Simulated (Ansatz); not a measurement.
# AlRu: which structure wins at one pressure

Which of rocksalt, CsCl, WC, NiAs, zincblende has the lowest enthalpy for AlRu at one common pressure? Methods of the runs shown: LAPW. Companion runs by PAW are cited.

Computed with Ansatz 0.2.0 (DFT, PBE, all-electron LAPW, scalar-relativistic, unless a step's input says otherwise).

## 1. The system as given

The structure is cubic, space group Fm-3m (No. 225). Conventional cell: a = 4.984 Å, b = 4.984 Å, c = 4.984 Å, α = 90.00°, β = 90.00°, γ = 90.00°. Ru (site symmetry m-3m) is surrounded by 6 Al at 2.49 Å. Al (site symmetry m-3m) has 6 Ru at 2.49 Å as nearest neighbours.

Structure file:

```
CELL_PARAMETERS angstrom
0.00000 2.49218 2.49218
2.49218 0.00000 2.49218
2.49218 2.49218 0.00000
ATOMIC_POSITIONS crystal
Ru 0.00000 0.00000 0.00000
Al 0.50000 0.50000 0.50000
```

Atoms are numbered in the order of the input: Ru1, Al2.

## 2. Rocksalt relaxed under pressure, LAPW

input.yaml reads:

```yaml
crystal:
  lattice:
    - [0.0, 2.4921758264, 2.4921758264]
    - [2.4921758264, 0.0, 2.4921758264]
    - [2.4921758264, 2.4921758264, 0.0]
  atoms:
    - { symbol: Ru, position: [0.0, 0.0, 0.0] }
    - { symbol: Al, position: [0.5, 0.5, 0.5] }
kpoints:
  mp_grid: { grid: [13, 13, 13] }
scf:
  occupations: { method: fermi_dirac, width: 0.08 }
hamiltonian:
  xc: pbe
  pseudopotentials: { kind: all_electron, lapw: { basis_error: 0.0005 } }
output:
  forces: true
  stress: true
  eigenvalues: true
relax:
  f_tol: 0.005
  max_steps: 12
  cell: { p_target: -0.077, stress_tol: 0.03 }
```

Started as:

```
$ ansatz run input.yaml --threads 1 --pin off --max-ram 3584MiB --backend cpu --events-out ev --progress --plain --runs-dir out
```

Standard output, cut to the lines that bear on the results:

```text
[...]
LAPW: plane waves up to 8.977 Å⁻¹, error target 5.0e-4 eV per atom; small_component_spin mean_spin; Al in spheres of 1.104 Å, 11 of its electrons in bands, Dirac shells []; Ru in spheres of 1.314 Å, 32 of its electrons in bands, Dirac shells []
[...]
Pseudopotentials: kind: all_electron
Pseudopotential: Ru, LAPW, valence charge 32, Koelling and Harmon's equation, gaussian nucleus
Pseudopotential: Al, LAPW, valence charge 11, Koelling and Harmon's equation, gaussian nucleus
Functional definition: PBE
[...]
Crystal: 2 atoms, lattice volume = 30.958 Å³
Basis set: ecut = 307.05135037419586 eV, 339 PW (Γ), exchange–correlation at level 2
Bands: 26, of which v1, the nominal top of the filled ones, is band 22 counted from 1 (21 counted from 0)
Symmetry: 48 space group operations
Space group: Fm-3m (ITA 225), of the structure as read, at distance tolerance 3.1e-5 Å
k-points: 84 of 2197
[...]
SCF iter   1: F=—  HF=-129902.671200 eV  |F-HF|=—  |Δ(HF+E_count)|=         —  Δρ=2.81e-2  dr2=2.38e-1  ethr=5.52e-4  ⟨swp⟩=2.6  Hψ=13987  notcnv=0
[...]
the basis was enlarged: its passes take 187.7 KiB over the memory plan, 1 of 1 planned eigensolver slots
[...]
the search or the solves at the SCF's close seem to have found levels that the self-consistency loop had missed (the run counts 1). By its estimate they hold under 1e-12 electrons; where the run keeps them, the occupations were computed again with them
[...]
relax step   3: F+E_penalty+E_count = -129902.42722243 eV  Δ(F+E_penalty+E_count) = -1.543e-9 eV  max|allowed force component| = 1.512e-30 eV/Å  Δτ_max = 0.0000 Å  P = -0.079 GPa  Ω = 30.949 Å³  stress off target by 1.60e-3 GPa  SCF on the basis re-selected at this cell (its energy is not [...]
SCF converged after 2 iterations
Free energy (F): -129902.427222 eV
[...]
E sigma→0 (E₀):  -129902.404892 eV
Entropy (-TS):   -0.044661 eV (-22.331 meV/atom)
Fermi energy:    15.678617 eV
[...]
--- Forces (eV/Å), atoms counted from 1 ---
  atom   1  Ru     0.00000000    -0.00000000    -0.00000000
  atom   2  Al    -0.00000000    -0.00000000    -0.00000000
[...]
--- Stress (GPa, compression-positive) ---
       -0.078602       0.000000       0.000000
        0.000000      -0.078602      -0.000000
        0.000000      -0.000000      -0.078602
  P = ⅓ Tr σ = -0.0786 GPa (-0.786 kbar)
--- Band table (eV; the first three rows and the last of 84) ---
[...]
--- Relaxed structure (2 steps of the walk, 2 accepted, 1 SCFs on fresh bases) ---
  F+E_penalty+E_count = -129902.42722243 eV   max|allowed force component| = 1.512e-30 eV/Å   (the final SCF, on the basis selected at the relaxed cell)
  cell:  # Å, volume = 30.9493 Å³
    - [-1.9107645123358464e-35, 2.491955945014256, 2.491955945014256]
    - [2.491955945014256, 1.2738430082238976e-35, 2.491955945014256]
    - [2.491955945014256, 2.491955945014256, 1.9107645123358464e-35]
  atoms:
    - { symbol: Ru, position: [9.43347847587715e-38, -8.804579910818673e-38, -1.0062377040935625e-37] }
    - { symbol: Al, position: [0.5, 0.5, 0.5] }
```

Wall time 22 s (1 thread of Intel Xeon 6975P-C (Granite Rapids), shared host); peak memory 0.5 GiB.

Step by step:

| step | energy from step 1 (eV/cell) | largest force component (eV/Å) | pressure (GPa) | volume (Å³) |
| --- | --- | --- | --- | --- |
| 1 | 0.0000 | 0.0000 | -0.12 | 30.96 |
| 2 | 0.0000 | 0.0000 | -0.08 | 30.95 |
| 3 | 0.0000 | 0.0000 | -0.08 | 30.95 |

Step 1 is the start. Step 3 repeats the geometry before on a plane-wave basis chosen anew for that cell, so the energy can jump there without any move; the table keeps such jumps.

| input's cell | before | after | change |
| --- | --- | --- | --- |
| a (Å) | 3.524 | 3.524 | -0.0 % |
| b (Å) | 3.524 | 3.524 | -0.0 % |
| c (Å) | 3.524 | 3.524 | -0.0 % |
| volume (Å³/atom) | 15.48 | 15.47 | -0.0 % |

Read from it: pressure -0.08 GPa; no gap.

## 3. CsCl relaxed under pressure, LAPW

input.yaml, as its differences from that of step 2:

```diff
@@ -2,5 +2,5 @@
   lattice:
-    - [0.0, 2.4921758264, 2.4921758264]
-    - [2.4921758264, 0.0, 2.4921758264]
-    - [2.4921758264, 2.4921758264, 0.0]
+    - [3.0047869675, 0.0, 0.0]
+    - [0.0, 3.0047869675, 0.0]
+    - [0.0, 0.0, 3.0047869675]
   atoms:
```

Started as:

```
$ ansatz run input.yaml --threads 1 --pin off --max-ram 3584MiB --backend cpu --events-out ev --progress --plain --runs-dir out
```

Standard output, cut to the lines that bear on the results:

```text
[...]
LAPW: plane waves up to 8.535 Å⁻¹, error target 5.0e-4 eV per atom; small_component_spin mean_spin; Al in spheres of 1.147 Å, 11 of its electrons in bands, Dirac shells []; Ru in spheres of 1.377 Å, 26 of its electrons in bands, Dirac shells []
[...]
[... 1 set-up line as earlier in the session ...]
Pseudopotential: Ru, LAPW, valence charge 26, Koelling and Harmon's equation, gaussian nucleus
[... 2 set-up lines as earlier in the session ...]
[...]
Crystal: 2 atoms, lattice volume = 27.129 Å³
Basis set: ecut = 277.5339073099584 eV, 257 PW (Γ), exchange–correlation at level 2
Bands: 23, of which v1, the nominal top of the filled ones, is band 19 counted from 1 (18 counted from 0)
[... 1 set-up line as earlier in the session ...]
Space group: Pm-3m (ITA 221), of the structure as read, at distance tolerance 3.0e-5 Å
k-points: 84 of 2197
[...]
  atom   2  Al     0.00000000    -0.00000000     0.00000000
[...]
--- Stress (GPa, compression-positive) ---
       -0.057559      -0.000000       0.000000
       -0.000000      -0.057559      -0.000000
        0.000000      -0.000000      -0.057559
  P = ⅓ Tr σ = -0.0576 GPa (-0.576 kbar)
--- Band table (eV; the first three rows and the last of 84) ---
[... band rows left out ...]
[...]
--- Relaxed structure (2 steps of the walk, 2 accepted, 1 SCFs on fresh bases) ---
  F+E_penalty+E_count = -129904.00407730 eV   max|allowed force component| = 5.916e-31 eV/Å   (the final SCF, on the basis selected at the relaxed cell)
  cell:  # Å, volume = 27.1169 Å³
    - [3.004323475586502, 2.0061770254033706e-36, 0.0]
    - [-6.018531076210112e-36, 3.004323475586502, -1.0030885127016853e-36]
    - [4.012354050806741e-36, -1.0030885127016853e-36, 3.004323475586502]
  atoms:
    - { symbol: Ru, position: [-4.3397920738358995e-36, 6.676603190516769e-37, -6.676603190516769e-37] }
    - { symbol: Al, position: [0.49999999999999994, 0.49999999999999994, 0.49999999999999994] }
```

Run time: 19 s. Hardware: 1 thread of Intel Xeon 6975P-C (Granite Rapids), shared host; peak memory 0.44 GiB.

The steps of the relaxation:

| step | energy from step 1 (eV/cell) | largest force component (eV/Å) | pressure (GPa) | volume (Å³) |
| --- | --- | --- | --- | --- |
| 1 | 0.0000 | 0.0000 | -0.15 | 27.13 |
| 2 | 0.0000 | 0.0000 | -0.06 | 27.12 |
| 3 | 0.0000 | 0.0000 | -0.06 | 27.12 |

Step 1 is the start. Step 3 repeats the geometry before on a plane-wave basis chosen anew for that cell, so the energy can jump there without any move; the table keeps such jumps.

| input's cell | before | after | change |
| --- | --- | --- | --- |
| a (Å) | 3.005 | 3.004 | -0.0 % |
| b (Å) | 3.005 | 3.004 | -0.0 % |
| c (Å) | 3.005 | 3.004 | -0.0 % |
| volume (Å³/atom) | 13.56 | 13.56 | -0.0 % |

This run gives: pressure -0.06 GPa; no gap.

## 4. WC relaxed under pressure, LAPW

input.yaml reads:

```yaml
crystal:
  lattice:
    - [2.8941290432, 0.0, 0.0]
    - [-1.4470645216, 2.5063892732, 0.0]
    - [0.0, 0.0, 3.8980023201]
  atoms:
    - { symbol: Ru, position: [0.0, 0.0, 0.0] }
    - { symbol: Al, position: [0.3333333333, 0.6666666667, 0.5] }
kpoints:
  mp_grid: { grid: [13, 13, 12] }
scf:
  occupations: { method: fermi_dirac, width: 0.08 }
hamiltonian:
  xc: pbe
  pseudopotentials: { kind: all_electron, lapw: { basis_error: 0.0005 } }
output:
  forces: true
  stress: true
  eigenvalues: true
relax:
  f_tol: 0.005
  max_steps: 12
  cell: { p_target: -0.077, stress_tol: 0.03 }
```

Started as:

```
$ ansatz run input.yaml --threads 1 --pin off --max-ram 3584MiB --backend cpu --events-out ev --progress --plain --runs-dir out
```

Standard output, cut to the lines that bear on the results:

```text
[...]
LAPW: plane waves up to 8.672 Å⁻¹, error target 5.0e-4 eV per atom; small_component_spin mean_spin; Al in spheres of 1.134 Å, 11 of its electrons in bands, Dirac shells []; Ru in spheres of 1.357 Å, 26 of its electrons in bands, Dirac shells []
[...]
[... 4 set-up lines as earlier in the session ...]
[...]
Crystal: 2 atoms, lattice volume = 28.275 Å³
Basis set: ecut = 286.5289320005451 eV, 299 PW (Γ), exchange–correlation at level 2
Bands: 23, of which v1, the nominal top of the filled ones, is band 19 counted from 1 (18 counted from 0)
Symmetry: 12 space group operations
Space group: P-6m2 (ITA 187), of the structure as read, at distance tolerance 3.0e-5 Å
[...]
  atom   2  Al    -0.00000000    -0.00000000     0.00000000
[...]
--- Stress (GPa, compression-positive) ---
       -0.047494       0.000000      -0.000000
        0.000000      -0.047494       0.000000
       -0.000000       0.000000      -0.051731
  P = ⅓ Tr σ = -0.0489 GPa (-0.489 kbar)
--- Band table (eV; the first three rows and the last of 147) ---
[... band rows left out ...]
[...]
--- Relaxed structure (2 steps of the walk, 2 accepted, 1 SCFs on fresh bases) ---
  F+E_penalty+E_count = -129903.64914119 eV   max|allowed force component| = 8.095e-18 eV/Å   (the final SCF, on the basis selected at the relaxed cell)
  cell:  # Å, volume = 28.2645 Å³
    - [2.893436861944954, 4.878926475390453e-34, -1.82959742827142e-34]
    - [-1.446718430972477, 2.5057898266906578, -6.761873745062963e-21]
    - [-2.464221502861737e-34, -1.0516243357764057e-20, 3.8983662636662806]
  atoms:
    - { symbol: Ru, position: [3.0814879110195774e-33, -3.7007434155248937e-17, 1.5793873992739581e-35] }
    - { symbol: Al, position: [0.3333333333333333, 0.6666666666666666, 0.5] }
```

It took 50 s on 1 thread of Intel Xeon 6975P-C (Granite Rapids), shared host; peak memory 0.54 GiB.

Step by step:

| step | energy from step 1 (eV/cell) | largest force component (eV/Å) | pressure (GPa) | volume (Å³) |
| --- | --- | --- | --- | --- |
| 1 | 0.0000 | 0.0000 | -0.12 | 28.28 |
| 2 | 0.0000 | 0.0000 | -0.05 | 28.26 |
| 3 | 0.0000 | 0.0000 | -0.05 | 28.26 |

Step 1 is the start. Step 3 repeats the geometry before on a plane-wave basis chosen anew for that cell, so the energy can jump there without any move; the table keeps such jumps.

| input's cell | before | after | change |
| --- | --- | --- | --- |
| a (Å) | 2.894 | 2.893 | -0.0 % |
| b (Å) | 2.894 | 2.893 | -0.0 % |
| c (Å) | 3.898 | 3.898 | +0.0 % |
| volume (Å³/atom) | 14.14 | 14.13 | -0.0 % |

Result: pressure -0.05 GPa; no gap.

## 5. NiAs at the cell that PAW relaxed, LAPW

input.yaml reads:

```yaml
crystal:
  lattice:
    - [2.8956949118, 0.0, 0.0]
    - [-1.4478474559, 2.5077453552, 0.0]
    - [0.0, 0.0, 7.7933297755]
  atoms:
    - { symbol: Ru, position: [0.0, 0.0, 0.0] }
    - { symbol: Ru, position: [0.0, 0.0, 0.5] }
    - { symbol: Al, position: [0.3333333333, 0.6666666667, 0.25] }
    - { symbol: Al, position: [0.6666666667, 0.3333333333, 0.75] }
kpoints:
  mp_grid: { grid: [10, 10, 6] }
scf:
  occupations: { method: fermi_dirac, width: 0.08 }
hamiltonian:
  xc: pbe
  pseudopotentials: { kind: all_electron, lapw: { basis_error: 0.0005 } }
output:
  forces: true
  stress: true
  eigenvalues: true
  populations: true
```

Started as:

```
$ ansatz run input.yaml --threads 1 --pin off --max-ram 3584MiB --backend cpu --events-out ev --progress --plain --runs-dir out
```

Standard output, cut to the lines that bear on the results:

```text
Ru: projections on atomic orbitals take those of the free atom 1s2 2s2 2p6 3s2 3p6 3d10 4s2 4p6 4d7 5s1, of charge +0.00 (hamiltonian.pseudopotentials.projection_atoms)
Al: projections on atomic orbitals take those of the free atom 1s2 2s2 2p6 3s2 3p1, of charge +0.00 (hamiltonian.pseudopotentials.projection_atoms)
LAPW: plane waves up to 8.365 Å⁻¹, error target 5.0e-4 eV per atom; small_component_spin mean_spin; Al in spheres of 1.165 Å, 11 of its electrons in bands, Dirac shells []; Ru in spheres of 1.403 Å, 26 of its electrons in bands, Dirac shells []
[...]
[... 4 set-up lines as earlier in the session ...]
[...]
Crystal: 4 atoms, lattice volume = 56.593 Å³
[...]
SCF converged after 10 iterations
Free energy (F): -259807.281710 eV
[...]
E sigma→0 (E₀):  -259807.252058 eV
Entropy (-TS):   -0.059304 eV (-14.826 meV/atom)
Fermi energy:    17.450470 eV
[...]
--- Forces (eV/Å), atoms counted from 1 ---
  atom   1  Ru     0.00000000    -0.00000000    -0.00000000
  atom   2  Ru     0.00000000    -0.00000000    -0.00000000
  atom   3  Al     0.00000000     0.00000000    -0.00000000
  atom   4  Al     0.00000000    -0.00000000     0.00000000
[...]
--- Stress (GPa, compression-positive) ---
       -0.143590       0.000000      -0.000000
        0.000000      -0.143590       0.000000
       -0.000000       0.000000      -0.093383
  P = ⅓ Tr σ = -0.1269 GPa (-1.269 kbar)
--- Band table (eV; the first three rows and the last of 56) ---
[...]
--- Löwdin populations: 4 sites ---
  site symbol       q [e]
     0     Ru     43.9162
     1     Ru     43.9162
     2     Al     12.9811
     3     Al     12.9811
  spilling = 0.001801 (of n_electrons = 114.000000)
```

Wall time 28 s (1 thread of Intel Xeon 6975P-C (Granite Rapids), shared host); peak memory 0.63 GiB.

Read from it: pressure -0.13 GPa; no gap.

## 6. Zincblende relaxed under pressure, LAPW

input.yaml reads:

```yaml
crystal:
  lattice:
    - [0.0, 2.7602050091, 2.7602050091]
    - [2.7602050091, 0.0, 2.7602050091]
    - [2.7602050091, 2.7602050091, 0.0]
  atoms:
    - { symbol: Ru, position: [0.0, 0.0, 0.0] }
    - { symbol: Al, position: [0.25, 0.25, 0.25] }
kpoints:
  mp_grid: { grid: [11, 11, 11] }
scf:
  occupations: { method: fermi_dirac, width: 0.08 }
hamiltonian:
  xc: pbe
  pseudopotentials: { kind: all_electron, lapw: { basis_error: 0.0005 } }
output:
  forces: true
  stress: true
  eigenvalues: true
relax:
  f_tol: 0.005
  max_steps: 12
  cell: { p_target: -0.077, stress_tol: 0.03 }
```

Started as:

```
$ ansatz run input.yaml --threads 1 --pin off --max-ram 3584MiB --backend cpu --events-out ev --progress --plain --runs-dir out
```

Standard output, cut to the lines that bear on the results:

```text
[...]
LAPW: plane waves up to 9.417 Å⁻¹, error target 5.0e-4 eV per atom; small_component_spin mean_spin; Al in spheres of 1.063 Å, 11 of its electrons in bands, Dirac shells []; Ru in spheres of 1.255 Å, 32 of its electrons in bands, Dirac shells []
[...]
[... 4 set-up lines as earlier in the session ...]
[...]
Crystal: 2 atoms, lattice volume = 42.059 Å³
Basis set: ecut = 337.875889438504 eV, 609 PW (Γ), exchange–correlation at level 2
Bands: 26, of which v1, the nominal top of the filled ones, is band 22 counted from 1 (21 counted from 0)
Symmetry: 24 space group operations
Space group: F-43m (ITA 216), of the structure as read, at distance tolerance 3.5e-5 Å
[...]
  atom   2  Al    -0.00000000     0.00000000     0.00000000
[...]
--- Stress (GPa, compression-positive) ---
       -0.088611       0.000000       0.000000
        0.000000      -0.088611      -0.000000
        0.000000      -0.000000      -0.088611
  P = ⅓ Tr σ = -0.0886 GPa (-0.886 kbar)
--- Band table (eV; the first three rows and the last of 56) ---
[... band rows left out ...]
[...]
--- Relaxed structure (2 steps of the walk, 2 accepted, 1 SCFs on fresh bases) ---
  F+E_penalty+E_count = -129900.55150643 eV   max|allowed force component| = 1.469e-16 eV/Å   (the final SCF, on the basis selected at the relaxed cell)
  cell:  # Å, volume = 42.0426 Å³
    - [-2.1018409635694307e-34, 2.7598559307030994, 2.7598559307030994]
    - [2.7598559307030994, -5.668601386596344e-34, 2.7598559307030994]
    - [2.7598559307030994, 2.7598559307030994, -4.585834829606032e-34]
  atoms:
    - { symbol: Ru, position: [-2.616558287388601e-35, 8.721860957962003e-36, 5.8145739719746693e-36] }
    - { symbol: Al, position: [0.24999999999999997, 0.24999999999999997, 0.24999999999999997] }
```

Run time: 28 s. Hardware: 1 thread of Intel Xeon 6975P-C (Granite Rapids), shared host; peak memory 0.43 GiB.

Step by step:

| step | energy from step 1 (eV/cell) | largest force component (eV/Å) | pressure (GPa) | volume (Å³) |
| --- | --- | --- | --- | --- |
| 1 | 0.0000 | 0.0000 | -0.12 | 42.06 |
| 2 | 0.0000 | 0.0000 | -0.09 | 42.04 |
| 3 | 0.0000 | 0.0000 | -0.09 | 42.04 |

Step 1 is the start. Step 3 repeats the geometry before on a plane-wave basis chosen anew for that cell, so the energy can jump there without any move; the table keeps such jumps.

| input's cell | before | after | change |
| --- | --- | --- | --- |
| a (Å) | 3.904 | 3.903 | -0.0 % |
| b (Å) | 3.904 | 3.903 | -0.0 % |
| c (Å) | 3.904 | 3.903 | -0.0 % |
| volume (Å³/atom) | 21.03 | 21.02 | -0.0 % |

Read from it: pressure -0.09 GPa; no gap.

## 7. The series in one table

The PAW rows are taken from companion runs at the same settings.

Enthalpy per atom, H = F + pV at p = -0.077 GPa, from each method's lowest phase:

```
             method       start  space group, start → end  volume (Å³/atom)  pressure (GPa)  enthalpy (meV/atom)
               LAPW    rocksalt             Fm-3m → Fm-3m            15.475            -0.1                787.5
               LAPW        CsCl             Pm-3m → Pm-3m            13.558            -0.1                  0.0
               LAPW          WC             P-6m2 → P-6m2            14.132             0.0                177.2
LAPW, at PAW's cell        NiAs                  P6_3/mmc            14.148            -0.1                181.3
               LAPW  zincblende             F-43m → F-43m            21.021            -0.1               1722.7
                PAW    rocksalt             Fm-3m → Fm-3m            15.479            -0.1                786.8
                PAW        CsCl             Pm-3m → Pm-3m            13.565            -0.1                  0.0
                PAW          WC             P-6m2 → P-6m2            14.138            -0.1                177.4
                PAW        NiAs       P6_3/mmc → P6_3/mmc            14.148            -0.1                181.5
                PAW  zincblende             F-43m → F-43m            21.029            -0.1               1722.6
```

## 8. Summary of results

| quantity | value |
| --- | --- |
| pressure | -0.077 GPa |
| lowest (LAPW) | CsCl, 177.2 meV/atom under WC |
| lowest (PAW) | CsCl, 177.4 meV/atom under WC |

In words: By LAPW the order is CsCl < WC < NiAs < rocksalt < zincblende. By PAW the order is CsCl < WC < NiAs < rocksalt < zincblende. The methods agree on the lowest phase. Only these structures were tried, with electrons smeared by 0.08 eV and without vibrations, so the true ground state may be another. The k meshes differ between phases and weren't tested, which can move differences by some meV.
